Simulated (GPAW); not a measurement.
The system is BaTiO3.

```xyz
5
Lattice="2.8274 1.6324 2.3184 -2.8274 1.6324 2.3184 0.0000 -3.2648 2.3184" Properties=species:S:1:pos:R:3 pbc="T T T"
Ba    0.0000    0.0000    0.0000
Ti    0.0000    0.0000    3.3698
O     1.3885   -0.8017    2.3988
O    -1.3885   -0.8017    2.3988
O     0.0000    1.6033    2.3988
```

Base run:

```yaml
Program: GPAW 26.7.0
Functional: PBEsol
Potentials_or_basis: PAW data sets generated in the run's folder for this functional
Cutoff: 800 eV
Basis: pw
k_mesh: 5 × 5 × 5
Occupations: fermi-dirac, width 0.05 eV
Spin: no spin polarisation
Hubbard_terms: Ti d U = 4 eV
```

Its results: band gap on the k mesh 2.98 eV, indirect (least direct gap 3.26 eV); pressure 2.4 GPa; largest force 1.066 eV/Å.

Question: The run is repeated on the same cell with these changes: hubbard terms from Ti d U = 4 eV to Ti d U = 3 eV. What comes out?

Answer: Band gap on the k mesh 2.84 eV, indirect (least direct gap 3.12 eV); pressure 1.9 GPa; largest force 0.841 eV/Å.

Caveats: spin-orbit coupling is left out, which moves the levels of the heavy elements; the mesh misses the band edges, which the band path finds closer together; forces of over 1 eV/Å show positions far from the minimum, so gaps and moduli don't describe the material at rest (some runs).
